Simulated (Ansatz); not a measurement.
# C: enthalpy under pressure, worked through

All numbers below come from Ansatz 0.2.0, DFT PBEsol, scalar-relativistic, plane waves, PAW. Run with 420 eV cutoff, 18×18×18 k-mesh, Gaussian smearing of 0.01 eV, no spin polarisation.

Reference structure (relaxed):

```yaml
crystal:
  lattice:
    - [1.22940, 0.70979, 7.70072]
    - [-1.22940, 0.70979, 7.70072]
    - [0.00000, -1.41959, 7.70072]
  atoms:
    - { symbol: C, position: [0.92097, 0.92097, 0.92097] }
    - { symbol: C, position: [0.25429, 0.25429, 0.25429] }
    - { symbol: C, position: [0.74571, 0.74571, 0.74571] }
    - { symbol: C, position: [0.07903, 0.07903, 0.07903] }
```

Cell and atoms were relaxed at each target pressure within the start's symmetry (R-3m), at zero temperature; other phases can be more stable under pressure. H = E + PV with P the target; E is the free energy at the smearing used, whose derivative the pressure is, per atom and counted from zero pressure.

```tsv
P (GPa)	V (Å³/atom)	E − E0 (meV)	H − H0 (meV)
0	10.080	0.0	0.0
3	8.650	8.1	170.1
8	7.999	29.1	428.5
15	7.497	64.2	766.1
30	6.840	153.5	1434.2
```

Q: Thermodynamics gives dH/dP = V along a relaxed path. Integrate V over P by the trapezoid rule and compare with the computed enthalpies.

A: With 1 eV/Å³ = 160.22 GPa, each step adds the mean volume times ΔP / 160.22:
```json
{"P (GPa)": "3", "∫V dP (meV)": "175.4", "H − H0 (meV)": "170.1", "difference (meV)": "5.3"}
{"P (GPa)": "8", "∫V dP (meV)": "435.2", "H − H0 (meV)": "428.5", "difference (meV)": "6.7"}
{"P (GPa)": "15", "∫V dP (meV)": "773.7", "H − H0 (meV)": "766.1", "difference (meV)": "7.6"}
{"P (GPa)": "30", "∫V dP (meV)": "1444.8", "H − H0 (meV)": "1434.2", "difference (meV)": "10.6"}
```

V(P) curves upward, so the trapezoid rule runs high; integrating a smooth curve through the same points puts that excess at about 9.0 meV at 30 GPa, against the 10.6 meV found.

Q: At 30 GPa, how much of the enthalpy change is stored energy and how much is the PV term?

A: E rises by 154 meV/atom and PV is 30 × 6.840 / 160.22 = 1281 meV/atom, so PV makes 89 % of ΔH. So between rival structures at high pressure a small difference in volume can outweigh the difference in energy: 1 % of this volume is worth 12.8 meV/atom at this pressure.

Q: What bulk modulus do the lowest pressures give?

A: From the pressures that the runs reached, 0.01 GPa (10.080 Å³) and 3.01 GPa (8.650 Å³), B = −ΔP/Δln V = 3.00 / 0.1529 = 20 GPa, a mean over that range.